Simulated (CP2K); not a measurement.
Runs of CP2K 2026.2 on Ir. The structure is cubic, space group Fm-3m (No. 225). The conventional cell has a = 3.831 Å, b = 3.831 Å, c = 3.831 Å, α = 90.00°, β = 90.00°, γ = 90.00°. Around Ir (site symmetry m-3m) lie 12 Ir at 2.71 Å. 

```csv
level,CUTOFF of the grids,cutoff radius of the dispersion sum (A),gap on the mesh (eV),pressure (GPa)
PBEsol+D3(BJ)+ATM,450 Ry,20,none,-8.4
WC,675 Ry,-,none,1.5
BLYP,675 Ry,-,none,27.1
PBEsol,450 Ry,-,none,-1.7
PBEsol,675 Ry,-,none,-1.7
PBEsol+D3,450 Ry,20,none,-9.9
LDA,675 Ry,-,none,(a)
PBEsol+D4,450 Ry,20,none,(b)
```

Alike in all rows: task single point; potentials or basis POTENTIAL_UZH Ir GTH-PBE-q17; TZVP-MOLOPT-PBE-GTH basis; no spin polarisation; cell as given; k mesh 12 × 12 × 12; smearing fermi-dirac 0.05 eV.

Question: Estimate the missing entries.

Answer: (a) -6.2; (b) -7.2.

Caveats: the potentials were made for another functional, which shifts forces and pressure; the basis of atomic orbitals isn't converged, which shifts pressures, moduli and gaps; pairwise dispersion overbinds metals, which lowers pressure and volume (some runs).

A k mesh can miss the band edges, and the runs leave out spin-orbit coupling on Ir.

A gap of «none» marks a metal or a gap under the smearing width.

Runs at the PBE level aren't shown here.
